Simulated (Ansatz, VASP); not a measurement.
# Two plane-wave programs on Os

```
Os
1.0
     2.47227    0.00000    0.00000
     0.00000    2.47227    0.00000
     0.00000    0.00000    2.47227
Os
1
Direct
  0.00000 0.00000 0.00000
```

The cell was built by a generator and needn't be a form met in nature.

Alike in both runs: task relaxation of cell and atoms; functional revPBE; k mesh 13 × 13 × 13; occupations fermi-dirac, width 0.1 eV; no spin polarisation.

|  | VASP | Ansatz |
| --- | --- | --- |
| version | VASP 6.6.1 | Ansatz 0.2.0 |
| potentials or method | VASP PAW PBE potentials, release 64 (Os) | plane waves (420 eV) with PAW, scalar-relativistic |
| plane-wave cutoff (eV) | 600 | 420 |
| valence electrons in the cell | 8 | 16 |

```tsv
	VASP	Ansatz	Ansatz less VASP
relaxed volume (Å³/atom)	16.85	16.88	+0.026
relaxed cell length with the largest relative difference (Å)	2.564	2.565	+0.0013
energy change over the relaxation (meV/atom)	-184	-186	-2.0
```

The two sets of potentials don't hold the same shells in valence.

Caveats: the PAW data sets were made with another functional, which shifts forces and pressure a little (VASP). The runs have no spin-orbit coupling, so splittings on Os are missing.
